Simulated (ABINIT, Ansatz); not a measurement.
**SiC (Moissanite): modes at Γ and the response to a field**

Which modes does SiC (Moissanite) have at the zone centre?

Method: DFT LDA, scalar-relativistic, plane waves, PseudoDojo norm-conserving pseudopotentials, in ABINIT 10.8.3.

## Step 1: Set-up

The structure is hexagonal, space group P6_3mc (No. 186). The conventional cell has a = 3.054 Å, b = 3.054 Å, c = 5.012 Å, α = 90.00°, β = 90.00°, γ = 120.00°. Si has 4 C at 1.87 to 1.88 Å nearest. Nearest to C lie 4 Si at 1.87 to 1.88 Å. Farther neighbours are not listed.

Coordinates:

```xyz
4
Lattice="3.0541 0.0000 0.0000 -1.5271 2.6450 0.0000 0.0000 0.0000 5.0125" Properties=species:S:1:pos:R:3 pbc="T T T"
Si    0.0000    1.7633    0.0230
Si    1.5271    0.8817    2.5293
C     0.0000    1.7633    1.9068
C     1.5271    0.8817    4.4130
```

## Step 2: Relaxation

The harmonic expansion needs vanishing forces, and a free crystal bears no stress, so cell and atoms are brought to rest. Stress is more sensitive to the basis than forces are: the last 3 Ha under the cutoff are smoothed with ecutsm, and the cutoff is raised above that of the later runs.

The starting cell comes from a relaxation made beforehand in Ansatz (LDA, PseudoDojo NC).

relax.abi

```
# relaxation
ionmov 2
optcell 2
dilatmx 1.08
ntime 40
tolmxf 1.0d-05
tolvrs 1.0d-14
prtwf 0
prtden 0
chksymtnons 0

# basis, mesh and filling
ecut 46.0
ecutsm 3.0
ngkpt 9 9 6
nshiftk 1
shiftk 0.0 0.0 0.0
istwfk *1
occopt 1
nband 8
nstep 100
diemac 9.0
prtebands 0
prtgsr 0
useylm 1

# cell and atoms
acell 3*1.0 Angstrom
rprim 
    3.054131503 0.0 0.0
    -1.527065751 2.644955468 0.0
    0.0 0.0 5.01248693
ntypat 2
znucl 14 6
natom 4
typat 1 1 2 2
xred 
    1/3 2/3 0.0045954583
    2/3 1/3 0.5045954583
    1/3 2/3 0.3804045417
    2/3 1/3 0.8804045417
pp_dirpath "./pseudo"
pseudos "Si.upf, C.upf"
```

On the command line:

```console
OMP_NUM_THREADS=1 mpirun -n 4 abinit relax.abi > relax.log
```

Numbers of over 12 decimals in the logs are rounded to 6 here.

relax.abo, the main output file:

```text
[banners, grids, parts of the stress and lines that vanish by symmetry left out]
- input  file    -> relax.abi
- output file    -> relax.abo
- root for input  files -> relaxi
[...]
Symmetries : space group P6_3 m c (#186); Bravais hP (primitive hexag.)
[...]
mpw =        5179          nfft =      102400          nkpt =          48
[...]
== DATASET  1 ==================================================================
[...]
cutoff_energies: {ecut:  46.0, pawecutdg:  -1.0, }
[...]
ETOT  1  -20.432004457691    -2.043E+01 1.680E-01 1.157E+03
 ETOT  2  -20.547186360602    -1.152E-01 3.729E-04 5.291E+02
 ETOT  3  -20.633121740544    -8.594E-02 7.357E-04 1.169E+00
 ETOT  4  -20.633313345565    -1.916E-04 1.863E-06 1.428E-02
 ETOT  5  -20.633314847526    -1.502E-06 3.297E-08 8.913E-05
[...]
At SCF step   11       vres2   =  1.99E-15 < tolvrs=  1.00E-14 =>converged.
[...]
sigma(1 1)=  2.21557087E-07  sigma(3 2)=  0.00000000E+00
  sigma(2 2)=  2.21557431E-07  sigma(3 1)=  0.00000000E+00
  sigma(3 3)=  5.08067110E-07  sigma(2 1)= -8.92963481E-13
[...]
convergence: {deltae:  6.395E-14, res2:  1.988E-15, residm:  1.743E-18, diffor: null, }
etotal    :  -2.06333149E+01
[...]
ETOT  1  -20.633314854515    -2.063E+01 1.471E-11 2.327E-05
[...]
At SCF step    7       vres2   =  8.15E-16 < tolvrs=  1.00E-14 =>converged.
[...]
sigma(1 1)=  6.16938255E-08  sigma(3 2)=  0.00000000E+00
  sigma(2 2)=  6.16941697E-08  sigma(3 1)=  0.00000000E+00
  sigma(3 3)=  1.64950839E-07  sigma(2 1)= -8.92984418E-13
[...]
convergence: {deltae:  1.030E-13, res2:  8.152E-16, residm:  4.964E-19, diffor: null, }
etotal    :  -2.06333149E+01
[...]
ETOT  1  -20.633314857401    -2.063E+01 5.910E-12 4.556E-06
[...]
ETOT  6  -20.633314858048    -7.461E-14 5.115E-18 3.341E-14
 ETOT  7  -20.633314858048    -1.172E-13 9.951E-20 1.667E-16
 At SCF step    7       vres2   =  1.67E-16 < tolvrs=  1.00E-14 =>converged.
[...]
sigma(1 1)= -4.49969417E-09  sigma(3 2)=  0.00000000E+00
  sigma(2 2)= -4.49935001E-09  sigma(3 1)=  0.00000000E+00
  sigma(3 3)=  5.45161687E-09  sigma(2 1)= -8.92994649E-13
[...]
convergence: {deltae: -1.172E-13, res2:  1.667E-16, residm:  9.951E-20, diffor: null, }
etotal    :  -2.06333149E+01
[...]
At Broyd/MD step   3, gradients are converged :
[...]
sigma(1 1)= -4.49969417E-09  sigma(3 2)=  0.00000000E+00
  sigma(2 2)= -4.49935001E-09  sigma(3 1)=  0.00000000E+00
  sigma(3 3)=  5.45161687E-09  sigma(2 1)= -8.92994649E-13
[...]
- sigma(1 1)= -1.32385573E-04  sigma(3 2)=  0.00000000E+00
- sigma(2 2)= -1.32375448E-04  sigma(3 1)=  0.00000000E+00
- sigma(3 3)=  1.60392106E-04  sigma(2 1)= -2.62728096E-08
[...]
fcart      1.2130255225E-27  1.0235747403E-27 -3.7630613856E-07
           strten     -4.4996941676E-09 -4.4993500098E-09  5.4516168706E-09
================================================================================

[key lines of the parts left out:]
pressure_GPa:   3.4790E-05
Total energy (etotal) [Ha]= -2.06333148580482E+01
```

Elapsed: 43 s, on 4 MPI ranks of Arm Neoverse V1, shared host.

Little changed from the start: no atom moved by 0.005 Å and no cell edge by 0.1 %.

Numbers from this step:

```
volume per atom : 10.12 Å³
pressure        : 3.48e-5 GPa
```

## Step 3: Self-consistent run for the response

First-order wavefunctions inherit every error of the ground state, hence the very tight tolvrs. The mesh is shifted off Γ, since shifted meshes converge sums over the zone faster.

gs.abi

```
# ground state
tolvrs 1.0d-16
prtden 1
prtwf 1

# basis, mesh and filling
ecut 37.0
ngkpt 9 9 6
nshiftk 1
shiftk 0.0 0.0 0.5
istwfk *1
occopt 1
nband 8
nstep 100
diemac 9.0
prtebands 0
prtgsr 0
useylm 1

# cell and atoms
acell 3*1.0 Angstrom
rprim 
    3.054102987 0.0 0.0
    -1.527051493 2.644930773 0.0
    0.0 0.0 5.012374486
ntypat 2
znucl 14 6
natom 4
typat 1 1 2 2
xred 
    1/3 2/3 0.0045960699
    2/3 1/3 0.5045960699
    1/3 2/3 0.3804039301
    2/3 1/3 0.8804039301
pp_dirpath "./pseudo"
pseudos "Si.upf, C.upf"
```

On the command line:

```console
OMP_NUM_THREADS=1 mpirun -n 4 abinit gs.abi > gs.log
```

gs.abo, the main output file:

```text
[banners, grids, parts of the stress and lines that vanish by symmetry left out]
- input  file    -> gs.abi
- output file    -> gs.abo
- root for input  files -> gsi
[...]
Symmetries : space group P6_3 m c (#186); Bravais hP (primitive hexag.)
[...]
mpw =        2964          nfft =       55296          nkpt =          36
[...]
== DATASET  1 ==================================================================
[...]
cutoff_energies: {ecut:  37.0, pawecutdg:  -1.0, }
[...]
ETOT  1  -20.431413365933    -2.043E+01 2.722E-01 6.153E+02
 ETOT  2  -20.549851245319    -1.184E-01 4.546E-04 2.756E+02
 ETOT  3  -20.632781147446    -8.293E-02 6.715E-04 7.428E-01
 ETOT  4  -20.632996173499    -2.150E-04 1.887E-06 5.898E-03
 ETOT  5  -20.632997332440    -1.159E-06 1.954E-08 7.757E-05
[...]
ETOT 11  -20.632997348600    -2.274E-13 2.182E-18 5.060E-16
 ETOT 12  -20.632997348600     3.126E-13 2.948E-20 3.046E-18
 At SCF step   12       vres2   =  3.05E-18 < tolvrs=  1.00E-16 =>converged.
[...]
sigma(1 1)=  1.17076036E-05  sigma(3 2)=  0.00000000E+00
  sigma(2 2)=  1.17076019E-05  sigma(3 1)=  0.00000000E+00
  sigma(3 3)=  1.16291406E-05  sigma(2 1)= -8.95216801E-13
[...]
convergence: {deltae:  3.126E-13, res2:  3.046E-18, residm:  2.948E-20, diffor: null, }
etotal    :  -2.06329973E+01
[...]
sigma(1 1)=  1.17076036E-05  sigma(3 2)=  0.00000000E+00
  sigma(2 2)=  1.17076019E-05  sigma(3 1)=  0.00000000E+00
  sigma(3 3)=  1.16291406E-05  sigma(2 1)= -8.95216801E-13
[...]
- sigma(1 1)=  3.44449591E-01  sigma(3 2)=  0.00000000E+00
- sigma(2 2)=  3.44449540E-01  sigma(3 1)=  0.00000000E+00
- sigma(3 3)=  3.42141128E-01  sigma(2 1)= -2.63381876E-08
[...]
fcart      1.1197158662E-27  1.9394047698E-27  7.6773563243E-07
           strten      1.1707603630E-05  1.1707601897E-05  1.1629140558E-05
================================================================================

[key lines of the parts left out:]
pressure_GPa:  -3.4368E-01
```

It took 8.6 s on 4 MPI ranks.

Read from the output:

```yaml
pressure: -0.3437 GPa
```

The cell stands at -0.34 GPa: the relaxation ran with a smoothed and higher cutoff and on another k mesh.

## Step 4: The gap at rest

Empty bands on the ground state's density check that the gap assumed so far is there in this cell.

gap.abi

```
# empty bands on the ground state's density
iscf -2
getden_filepath "gso_DEN"
tolwfr 1.0d-12
nbdbuf 2
prtwf 0

# basis, mesh and filling
ecut 37.0
ngkpt 9 9 6
nshiftk 1
shiftk 0.0 0.0 0.0
istwfk *1
occopt 1
nband 12
nstep 100
diemac 9.0
prtebands 0
prtgsr 0
useylm 1

# cell and atoms
acell 3*1.0 Angstrom
rprim 
    3.054102987 0.0 0.0
    -1.527051493 2.644930773 0.0
    0.0 0.0 5.012374486
ntypat 2
znucl 14 6
natom 4
typat 1 1 2 2
xred 
    1/3 2/3 0.0045960699
    2/3 1/3 0.5045960699
    1/3 2/3 0.3804039301
    2/3 1/3 0.8804039301
pp_dirpath "./pseudo"
pseudos "Si.upf, C.upf"
```

On the command line:

```console
OMP_NUM_THREADS=1 mpirun -n 4 abinit gap.abi > gap.log
```

gap.abo, the main output file:

```text
[banners, grids, parts of the stress and lines that vanish by symmetry left out]
- input  file    -> gap.abi
- output file    -> gap.abo
- root for input  files -> gapi
[...]
Symmetries : space group P6_3 m c (#186); Bravais hP (primitive hexag.)
[...]
mpw =        2964          nfft =       55296          nkpt =          48
[...]
== DATASET  1 ==================================================================
[...]
cutoff_energies: {ecut:  37.0, pawecutdg:  -1.0, }
[...]
-outvars: echo values of variables after computation
            acell      1.8897261259E+00  1.8897261259E+00  1.8897261259E+00 Bohr
================================================================================
```

Elapsed: 8.9 s, on 4 MPI ranks.

Read from the output:

- gap on the k-mesh: 2.140 eV

In this cell the gap on the mesh is 2.1 eV, indirect (smallest direct 4.0 eV), so fixed occupations hold.

## Step 5: Zone-centre response

The derivative of the wavefunctions by k comes first, since the response to a field is built on it; then the field and the displacements that symmetry doesn't supply are solved at q = 0.

It reads the wavefunctions written in step 3.

dfpt_gamma.abi

```
ndtset 2

# common to the responses
getwfk_filepath "gso_WFK"
kptopt 2
nqpt 1
qpt 0.0 0.0 0.0
asr 0
chneut 0

# d/dk
rfelfd1 2
rfdir1 1 1 1
iscf1 -3
tolwfr1 1.0d-20

# displacements, field
rfphon2 1
rfatpol2 1 4
rfdir2 1 1 1
rfelfd2 3
getddk2 1
tolvrs2 1.0d-10
prtwf2 0

# basis, mesh and filling
ecut 37.0
ngkpt 9 9 6
nshiftk 1
shiftk 0.0 0.0 0.5
istwfk *1
occopt 1
nband 8
nstep 100
diemac 9.0
prtebands 0
prtgsr 0
useylm 1

# cell and atoms
acell 3*1.0 Angstrom
rprim 
    3.054102987 0.0 0.0
    -1.527051493 2.644930773 0.0
    0.0 0.0 5.012374486
ntypat 2
znucl 14 6
natom 4
typat 1 1 2 2
xred 
    1/3 2/3 0.0045960699
    2/3 1/3 0.5045960699
    1/3 2/3 0.3804039301
    2/3 1/3 0.8804039301
pp_dirpath "./pseudo"
pseudos "Si.upf, C.upf"
```

On the command line:

```console
OMP_NUM_THREADS=1 mpirun -n 4 abinit dfpt_gamma.abi > dfpt_gamma.log
```

dfpt_gamma.abo, the main output file:

```text
[banners, grids, parts of the stress and lines that vanish by symmetry left out]
- input  file    -> dfpt_gamma.abi
- output file    -> dfpt_gamma.abo
- root for input  files -> dfpt_gammai
[...]
DATASET    1 : space group P6_3 m c (#186); Bravais hP (primitive hexag.)
[...]
nfft =       55296          nkpt =         243
[...]
DATASET    2 : space group P6_3 m c (#186); Bravais hP (primitive hexag.)
[...]
nfft =       55296          nkpt =         243
[...]
== DATASET  1 ==================================================================
[...]
cutoff_energies: {ecut:  37.0, pawecutdg:  -1.0, }
[...]
-  6.00000   4.00000  180309                  znucl, zion, pspdat
[...]
Perturbation : derivative vs k along direction   1
[...]
-ETOT  1  -24.881419390570     -2.488E+01 3.020E-01 0.000E+00
 ETOT  2  -24.968031617379     -8.661E-02 7.052E-03 0.000E+00
 ETOT  3  -24.968790739921     -7.591E-04 1.008E-04 0.000E+00
 ETOT  4  -24.968800749529     -1.001E-05 3.294E-06 0.000E+00
 ETOT  5  -24.968800918394     -1.689E-07 6.299E-08 0.000E+00
[...]
At SCF step   14   max residual=  9.99E-21 < tolwfr=  1.00E-20 =>converged.
[...]
Perturbation : derivative vs k along direction   2
[...]
-ETOT  1  -24.881810559956     -2.488E+01 3.020E-01 0.000E+00
[...]
At SCF step   14   max residual=  9.99E-21 < tolwfr=  1.00E-20 =>converged.
[...]
Perturbation : derivative vs k along direction   3
[...]
-ETOT  1  -6.915533     -6.916E+00 9.188E-02 0.000E+00
[...]
At SCF step   12   max residual=  9.99E-21 < tolwfr=  1.00E-20 =>converged.
[...]
1        1       2.1410530908    0.0000000000
     1        2      -0.7416825469   -0.0000000000
     1        3       0.0000000000    0.0000000000
     2        1      -0.7416825469   -0.0000000000
     2        2       1.2846318550    0.0000000000
     2        3       0.0000000000    0.0000000000
     3        1       0.0000000000    0.0000000000
     3        2       0.0000000000    0.0000000000
     3        3       1.3090421512    0.0000000000
[...]
== DATASET  2 ==================================================================
[...]
cutoff_energies: {ecut:  37.0, pawecutdg:  -1.0, }
[...]
Perturbation : displacement of atom   1   along direction   1
[...]
-ETOT  1   7.193684     -4.620E+01 2.425E-01 3.557E+02
[...]
At SCF step   10       vres2   =  2.51E-12 < tolvrs=  1.00E-10 =>converged.
[...]
Perturbation : displacement of atom   1   along direction   3
[...]
-ETOT  1   27.617291153619     -1.703E+02 6.365E-01 9.571E+03
[...]
At SCF step   11       vres2   =  1.24E-11 < tolvrs=  1.00E-10 =>converged.
[...]
Perturbation : displacement of atom   3   along direction   1
[...]
-ETOT  1   9.215598     -5.695E+02 8.812E-01 4.683E+03
[...]
At SCF step   10       vres2   =  3.65E-11 < tolvrs=  1.00E-10 =>converged.
[...]
Perturbation : displacement of atom   3   along direction   3
[...]
-ETOT  1   37.387631400089     -1.566E+03 4.505E+00 8.167E+04
[...]
At SCF step   11       vres2   =  6.24E-11 < tolvrs=  1.00E-10 =>converged.
[...]
Perturbation : homogeneous electric field along direction   1
[...]
-ETOT  1  -197.42969533942     -1.974E+02 4.902E+00 1.220E+04
[...]
At SCF step   11       vres2   =  1.60E-12 < tolvrs=  1.00E-10 =>converged.
[...]
Perturbation : homogeneous electric field along direction   3
[...]
-ETOT  1  -57.936478277827     -5.794E+01 1.211E+00 3.027E+03
[...]
ETOT  8  -59.244205047032     -2.052E-11 3.496E-13 3.938E-09
 ETOT  9  -59.244205047035     -2.260E-12 1.780E-14 3.972E-11
 At SCF step    9       vres2   =  3.97E-11 < tolvrs=  1.00E-10 =>converged.
[...]
Dielectric tensor, in cartesian coordinates,
[...]
1    6   1    6         6.8896762669        -0.0000000000
   1    6   2    6         0.0000000011        -0.0000000000
   1    6   3    6        -0.0000000000        -0.0000000000
   2    6   1    6         0.0000000011        -0.0000000000
   2    6   2    6         6.8896762690        -0.0000000000
   2    6   3    6        -0.0000000000        -0.0000000000
   3    6   1    6        -0.0000000000        -0.0000000000
   3    6   2    6        -0.0000000000        -0.0000000000
   3    6   3    6         7.1921670040        -0.0000000000
  Effective charges, in cartesian coordinates,
[...]
1    1   1    6         2.6815297976         0.0000000000
   2    1   1    6         0.0000000000         0.0000000000
   3    1   1    6         0.0000000000         0.0000000000
   1    2   1    6         2.6815297976         0.0000000000
   2    2   1    6         0.0000000000         0.0000000000
[...]
Effective charges, in cartesian coordinates,
[...]
2    6   1    4         0.0000000000         0.0000000000
   3    6   1    4         0.0000000000         0.0000000000
   1    6   2    4         0.0000000000         0.0000000000
   2    6   2    4        -2.6935295646         0.0000000000
   3    6   2    4         0.0000000000         0.0000000000
   1    6   3    4         0.0000000000         0.0000000000
   2    6   3    4         0.0000000000         0.0000000000
   3    6   3    4        -2.8827095473         0.0000000000
  Phonon wavevector (reduced coordinates) :  0.00000  0.00000  0.00000
 Phonon energies in Hartree :
[...]
Phonon frequencies in cm-1    :
- -1.806487E-01  2.336814E-01  2.336826E-01  2.589307E+02  2.589307E+02
-  5.989744E+02  7.682135E+02  7.682135E+02  7.714316E+02  8.014742E+02
-  8.014742E+02  8.428622E+02
  Phonon at Gamma, with non-analyticity in the
[...]
Phonon energies in Hartree :
[...]
Phonon frequencies in cm-1    :
- -1.806487E-01  2.336814E-01  9.565515E-01  2.589307E+02  2.589307E+02
-  5.989744E+02  7.682135E+02  7.682135E+02  7.714316E+02  8.014742E+02
-  8.428622E+02  9.725115E+02
  Phonon at Gamma, with non-analyticity in the
[...]
Phonon energies in Hartree :
[...]
Phonon frequencies in cm-1    :
- -1.806487E-01  2.336826E-01  9.565512E-01  2.589307E+02  2.589307E+02
-  5.989744E+02  7.682135E+02  7.682135E+02  7.714316E+02  8.014742E+02
-  8.428622E+02  9.725115E+02
  Phonon at Gamma, with non-analyticity in the
[...]
Phonon energies in Hartree :
[...]
Phonon frequencies in cm-1    :
- -1.805742E-01  2.336814E-01  2.336826E-01  2.589307E+02  2.589307E+02
-  5.989744E+02  7.682135E+02  7.682135E+02  8.014742E+02  8.014742E+02
-  8.428622E+02  9.638051E+02
[...]
fcart2     0.0000000000E+00  0.0000000000E+00  0.0000000000E+00
           strten2     0.0000000000E+00  0.0000000000E+00  0.0000000000E+00
================================================================================
```

Wall time 4.8 min (4 MPI ranks).

This step gave:

```yaml
miss_of_the_charge_sum_rule: 0.02400 e
largest_acoustic_frequency_at_the_zone_centre_before_the_sum_rule: 0.23 cm⁻¹
highest_optical_zone_centre_mode_no_lo_to_term: 842.9 cm⁻¹
lowest_optical_zone_centre_mode: 258.9 cm⁻¹
mean_high_frequency_dielectric_constant: 6.991
largest_born_charge_in_size_third_of_the_trace: 2.757 e
```

Born charge (rows field, columns displacement), before the sum rule (e), principal values of the symmetric part by kind of site:

| atom | atoms with these values | low | middle | high | mean |
| --- | --- | --- | --- | --- | --- |
| Si1 | 2 | 2.68 | 2.68 | 2.88 | 2.75 |
| C3 | 2 | -2.88 | -2.69 | -2.69 | -2.76 |

In full for C3:

```
-2.69  0.00  0.00
 0.00 -2.69  0.00
 0.00  0.00 -2.88
```

High-frequency dielectric tensor:

```
6.89 0.00 0.00
0.00 6.89 0.00
0.00 0.00 7.19
```

The acoustic modes at Γ come out as far as 0.2 cm⁻¹ from zero, where they should vanish, a small numerical error; the Born charges miss their sum rule by 0.024 e, which is fair.

[end of part 1 of 3]

[Host names and launcher messages were left out of these logs when they were recorded.]

[Logs are printed without paths, hosts, clocks, repeated set-up lines and the standing remarks that a program may print on its own settings, such as how far it seeks lower states.]

[Hosts, paths, dates, database ids (printed as entryN), source tags and the programs' standing remarks are cut or masked in the printed files.]
